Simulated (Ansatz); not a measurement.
Method: Ansatz, DFT PBE, scalar-relativistic, plane waves, PAW. Settings: cutoff 420 eV, Γ-centred meshes spaced at most about 0.3 Å⁻¹, and about 0.25 Å⁻¹ or finer for metals (2π included), Gaussian smearing. No spin polarisation.

All energies are static (0 K, no zero-point motion).

Problem. Order these relaxed structures of Cs3Cl2 by energy, lowest first, with the energy over the lowest of them.
A.

```
Cs Cl
1.0
     6.15458    0.00000    0.00000
    -3.07729    5.33002    0.00000
     0.00000    0.00000    7.18051
Cs Cl
3 2
Direct
  0.00000 0.00000 0.00000
  0.33333 0.66667 0.67617
  0.66667 0.33333 0.32382
  0.33333 0.66667 0.16998
  0.66667 0.33333 0.83002
```

B.

```
Cs Cl
1.0
     6.78798    0.00000    0.00000
     0.00000    6.78798    0.00000
     0.00000    0.00000    6.78798
Cs Cl
3 2
Direct
  0.00000 0.50000 0.50000
  0.50000 0.00000 0.50000
  0.50000 0.50000 0.00000
  0.00000 0.00000 0.00000
  0.50000 0.50000 0.50000
```

C.

```
Cs Cl
1.0
     2.53008    1.46074   12.93988
    -2.53008    1.46074   12.93988
     0.00000   -2.92149   12.93988
Cs Cl
3 2
Cartesian
  0.0000 0.0000 0.0000
  0.0000 0.0000 8.8702
  0.0000 0.0000 29.9494
  0.0000 0.0000 14.9759
  0.0000 0.0000 23.8438
```

D.

```
Cs Cl
1.0
     8.72180    0.00000    0.00000
    -4.36090    7.55330    0.00000
     0.00000    0.00000    4.49014
Cs Cl
3 2
Cartesian
  1.6422 2.8444 2.2451
  5.4374 0.0000 2.2451
  -2.7187 4.7089 2.2451
  0.0000 5.0355 0.0000
  4.3609 2.5178 0.0000
```

Solution. C (0 meV/atom), D (42 meV/atom), A (109 meV/atom), B (279 meV/atom). Forms: C anti-tetradymite type, R-3m; D P-62m; A P-3m1; B Pm-3m. Counting Cl atoms around Cs (those within 1.25 times the shortest such distance or 1.15 times the sum of covalent radii; a slash parts the counts of unlike sites): C has Cs 3/6; D has Cs 4; A has Cs 5/6; B has Cs 2. All come from invented guesses.

In R-3m, P-62m, P-3m1, Pm-3m an odd number of electrons in the primitive cell allows no gap without spin; a larger cell or a magnetic state could open one. A magnetic state wasn't ruled out in cells without spin, among them R-3m, P-62m, P-3m1, Pm-3m. Cells relaxed within their symmetry can be saddle points. Some types were kept out of the candidates beforehand, so the set may lack a known form.
